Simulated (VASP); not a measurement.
Here is a VASP 6.6.1 calculation.

File INCAR:

```
SYSTEM = Mo
  PREC = Accurate
  ENCUT = 520
  EDIFF = 1E-7
  ISMEAR = 0
  SIGMA = 0.15
  LREAL = .False.
  LASPH = .True.
  NELM = 100
  ALGO = Fast
  ISIF = 2
  LWAVE = .False.
  LCHARG = .False.
  GGA = PS
  NBANDS = 13
```

File KPOINTS:

```
Automatic mesh
0
Gamma
  24 24 24
  0 0 0
```

File POSCAR:

```
Mo
1.0
   -1.7066507299      1.7066507299      1.3311875693
    1.7066507299     -1.7066507299      1.3311875693
    1.7066507299      1.7066507299     -1.3311875693
Mo
1
Direct
    0.0000000000      0.0000000000      0.0000000000
```

Potentials or basis: VASP PAW PBE potentials, release 64 (Mo_sv).

Command:

```sh
$ cat potpaw_PBE.64/Mo_sv/POTCAR > POTCAR
$ mpirun -np 1 vasp_std > vasp.out
```

Problem. Estimate the band gap on the k mesh.

Solution. None (metal or under the smearing width).

Problem. Predict the pressure.

Solution. 4.2 GPa.

Stress tensor (GPa, compression positive):
```
-5.55  0.00  0.00
 0.00 -5.55  0.00
 0.00  0.00 23.62
```

Caveat: the PAW data sets were made with another functional, which shifts forces and pressure a little.
